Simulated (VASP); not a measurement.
Write the native input for VASP 6.6.1 that does the following.

```yaml
Task: single point
Functional: PBE
Potentials_or_basis: VASP PAW PBE potentials, release 64 (Rb_sv)
Cutoff: 520 eV
k_mesh: 4 × 4 × 4
Occupations: gaussian, width 0.1 eV
Spin: no spin polarisation
Dipole_correction: no
Further_INCAR_settings: ALGO = Fast; EDIFF = 1e-07; NBANDS = 26
```

The structure of Rb lies in POSCAR:

```
Rb
1.0
    3.8267229883     -6.4855858073      0.0000000000
    3.8267229883      6.4855858073      0.0000000000
    0.0000000000      0.0000000000      7.6636263646
Rb
4
Direct
    0.1525000000      0.8475000000      0.0785000000
    0.6525000000      0.3475000000      0.4215000000
    0.8475000000      0.1525000000      0.9215000000
    0.3475000000      0.6525000000      0.5785000000
```

The cell was built by a generator and needn't be a form met in nature.

The input as run:

INCAR

```
PREC = Accurate
ENCUT = 520
EDIFF = 1E-7
ISMEAR = 0
SIGMA = 0.1
LREAL = F
LASPH = T
NELM = 80
ALGO = Fast
ISIF = 2
LWAVE = F
LCHARG = F
GGA = PE
NBANDS = 26
```

KPOINTS

```
regular mesh
0
Gamma
  4 4 4
```

Potentials or basis: VASP PAW PBE potentials, release 64 (Rb_sv).

Command:

```sh
$ cat potpaw_PBE.64/Rb_sv/POTCAR > POTCAR
$ mpirun -np 1 vasp_std > vasp.out
```

It gave:

```json
{"Pressure": "0.3 GPa", "Largest force": "0.016 eV/Å", "Band gap on the k mesh": "none (metal or under the smearing width)"}
```

Wall time 3 min on 1 thread of Intel(R) Xeon(R) 6975P-C (Granite Rapids) (shared host), peak memory 0.51 GiB.
